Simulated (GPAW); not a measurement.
Runs of GPAW 26.7.0 on Al2O3. It takes space group P-3m1 (No. 164, trigonal). Conventional cell: a = 3.017 Å, b = 3.017 Å, c = 7.575 Å, α = 90.00°, β = 90.00°, γ = 120.00°. Al (site symmetry 3m) is surrounded by 4 O at 1.68 to 1.84 Å. Around O (site symmetry -3m) lie 2 Al at 1.68 Å. O (site symmetry 3m) is surrounded by 3 Al at 1.84 Å. Measurements of this composition are mostly on another form, of space group No. 167.

```tsv
task	level	potentials or basis	k mesh	cutoff (eV)	smearing	maxiter	band path	band points	exx fractions	convergence	mesh quality	gap on the mesh (eV)	pressure (GPa)	largest force (eV/Å)
band structure	r2SCAN	GPAW PAW data sets (gpaw-data 1.2.1), pw	8 × 8 × 3	800	fermi-dirac 0.05 eV	150	GMKGALHA,LM,KH	60	-	-	not flagged	(a)	-3.9	0.31
single point	LDA	the program's PAW data sets (release 1.2.1) made for this functional, pw	10 × 10 × 4	800	gaussian 0.05 eV	150	-	-	-	-	not flagged	2.24	-6.4	0.35
one-shot levels on a semilocal density	r2SCAN	GPAW PAW data sets (gpaw-data 1.2.1), pw	5 × 5 × 2	650	fermi-dirac 0.001 eV	150	-	-	r2SCAN0 0.25, r2SCANh 0.1, r2SCAN50 0.5	-	coarse	3.02	-	-
single point	r2SCAN	GPAW PAW data sets (gpaw-data 1.2.1), pw	8 × 8 × 3	650	fermi-dirac 0.05 eV	120	-	-	-	default	not flagged	3.02	-5.7	0.31
single point	PBEsol	PAW data sets generated in the run's folder for this functional, pw	10 × 10 × 4	800	gaussian 0.02 eV	150	-	-	-	-	not flagged	(b)	-1.8	0.07
band structure	LDA	the program's PAW data sets (release 1.2.1) made for this functional, pw	8 × 8 × 3	800	fermi-dirac 0.05 eV	150	GMKGALHA,LM,KH	60	-	-	not flagged	2.24	-6.4	0.35
```

Alike in all rows: no spin polarisation; cell as given.

Task: Fill in the values left out.

Result: (a) 3.03; (b) 2.23.

Caveats: some runs use coarse meshes; the PAW data sets were made with another functional, which shifts forces and pressure a little (some runs); an odd mesh through Γ misses points on the zone boundary, where band edges often lie (some runs); energy and the plain gap are those of the semilocal run (some runs); the hybrids' values are one shot on its orbitals and mesh (some runs); the cutoff is short for stress and forces, so pressures can be off by a GPa or more (some runs).

Not every run made on this cell is shown here.
